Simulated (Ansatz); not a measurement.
One crystal and one scan (energy against volume) at two levels, PBEsol (plane waves to 420 eV, PAW, scalar-relativistic; Ansatz, a program for electronic structure) and PBE (plane waves to 420 eV, PAW, scalar-relativistic; Ansatz), each from its own relaxed cell and on its own mesh. The cell shown is that of PBEsol.

Li3N (Li3N type, space group P6/mmm)

```
CELL_PARAMETERS angstrom
      3.60715     0.00000     0.00000
     -1.80357     3.12388     0.00000
      0.00000     0.00000     3.84457
ATOMIC_POSITIONS crystal
  Li 0.00000 0.00000 0.50000
  Li 0.33333 0.66667 0.00000
  Li 0.66667 0.33333 0.00000
  N  0.00000 0.00000 0.00000
```

The volume is varied about the relaxed value V₀ at fixed cell shape. Symmetry pins the atoms to their sites.

E stands for the smeared free energy. Li3N was relaxed with its symmetry unable to fall. With the shape held, the modulus is that of even scaling; a crystal free to change shape is softer. Percentages come from the unrounded values. Both scans cover V/V₀ from 0.840 to 1.160.

Results of PBEsol:

- Lattice constant a (Å): 3.607
- Lattice constant c (Å): 3.845
- Relaxed volume (Å³/atom): 10.83
- Band gap of the relaxed cell, no spin-orbit coupling (eV): 1.09
- Pressure at the smallest volume (GPa): 13.2
- Energy cost of the largest compression (meV/atom): 62.2
- Energy cost of the largest expansion (meV/atom): 37.3
- Bulk modulus at fixed cell shape B₀ (third-order Birch-Murnaghan fit) (GPa): 54.6

### Question
Estimate the PBE values.

### Answer
| quantity | PBE | PBEsol − PBE |
|---|---|---|
| Lattice constant a (Å) | 3.634 | -0.027 (-0.7 %) |
| Lattice constant c (Å) | 3.865 | -0.020 (-0.5 %) |
| Relaxed volume (Å³/atom) | 11.05 | -0.22 (-2.0 %) |
| Band gap of the relaxed cell, no spin-orbit coupling (eV) | 1.06 | +0.03 (+2 %) |
| Pressure at the smallest volume (GPa) | 12.9 | +0.3 (+3 %) |
| Energy cost of the largest compression (meV/atom) | 61.8 | +0.4 (+0.7 %) |
| Energy cost of the largest expansion (meV/atom) | 36.9 | +0.4 (+1.0 %) |
| Bulk modulus at fixed cell shape B₀ (third-order Birch-Murnaghan fit) (GPa) | 53.1 | +1.5 (+2.9 %) |

PBEsol gives the higher value for: band gap of the relaxed cell, no spin-orbit coupling; pressure at the smallest volume; bulk modulus at fixed cell shape B₀. PBEsol gives the lower value for: lattice constant a; lattice constant c; relaxed volume. They agree on: energy cost of the largest compression (within 1.5 %); energy cost of the largest expansion (within 1.5 %).

(Under strain, the slope of the energy per volume gives the stress and its curvature an elastic modulus.)
